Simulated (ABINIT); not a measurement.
## Converging the SCF threshold: ZnTe (R3m, 2 atoms in the cell)

```xyz
2
Lattice="0.0000 3.0408 3.0408 3.0408 0.0000 3.0408 3.0408 3.0408 0.0000" Properties=species:S:1:pos:R:3 pbc="T T T"
Zn     0.0289     0.0289     0.0289
Te     1.5204     1.5204     1.5204
```

Level of theory: PBE, PAW (JTH v2.0 PBE PAW) (plane waves; ABINIT).

Base settings: pseudos = [Zn.GGA_PBE-JTH.xml, Te.GGA_PBE-JTH.xml]; ecut = 30 Ha; pawecutdg = 60 Ha; pawxcdev = 0; ixc = 11; occopt = 3; tsmear = 0.00183747 Ha; ngkpt = 3 3 3; nshiftk = 1; shiftk = 0 0 0.

The mesh stays at the base's, so the ladder's end is converged at best in this setting alone.

Only quantities that move along the ladder and can be compared are tabulated; the gap is left out on so coarse a mesh.

The count of work is k-points × plane waves × bands × iterations; it is no time. 

The starting cell has typed, rounded lattice constants, without a prior relaxation at this level. Its lattice was rescaled by up to half a per cent. One atom was moved a little off its site on purpose. In the base run, with a pressure of about 4 GPa the cell is away from its equilibrium volume at this level.

Steps (toldfe): 0.0037 Ha; 0.00037 Ha; 3.7e-05 Ha; 3.7e-06 Ha; 3.7e-07 Ha; 3.7e-08 Ha; 3.7e-09 Ha; 1e-09 Ha; 3.7e-10 Ha; 3.7e-12 Ha; 3.7e-14 Ha.

What is the coarsest toldfe that holds the free energy within 5 meV/atom of the last step, with all finer ones?

0.00037 Ha, at 0.15 of the last step's count of work; the step before is off by 5.6 meV/atom.

What is the coarsest toldfe that holds the pressure within 1 GPa of the last step, with all finer ones?

0.00037 Ha, at 0.15 of the last step's count of work; the step before is off by 3.4 GPa.

What is the coarsest toldfe that holds the forces within 0.005 eV/Å of the last step, with all finer ones?

3.7e-06 Ha, at 0.23 of the last step's count of work; the step before is off by 0.006 eV/Å.

| toldfe | free energy less the last step's (meV/atom) | pressure (GPa) | largest difference of a force vector from the last step's (eV/Å) | count of work / last |
|---|---|---|---|---|
| 0.0037 Ha | 5.59 | 0.48 | 0.025 | 0.10 |
| 0.00037 Ha | 0.45 | 3.73 | 0.029 | 0.15 |
| 3.7e-05 Ha | 0.03 | 4.05 | 0.006 | 0.21 |
| 3.7e-06 Ha | 0.00 | 3.86 | 0.001 | 0.23 |
| 3.7e-07 Ha | 0.00 | 3.79 | 0.000 | 0.28 |
| 3.7e-08 Ha | 0.00 | 3.82 | 0.000 | 0.33 |
| 3.7e-09 Ha | 0.00 | 3.82 | 0.000 | 0.36 |
| 1e-09 Ha | 0.00 | 3.83 | 0.000 | 0.38 |
| 3.7e-10 Ha | 0.00 | 3.83 | 0.000 | 0.38 |
| 3.7e-12 Ha | 0.00 | 3.83 | 0.000 | 0.46 |
| 3.7e-14 Ha | 0.00 | 3.83 | 0.000 | 1.0 |
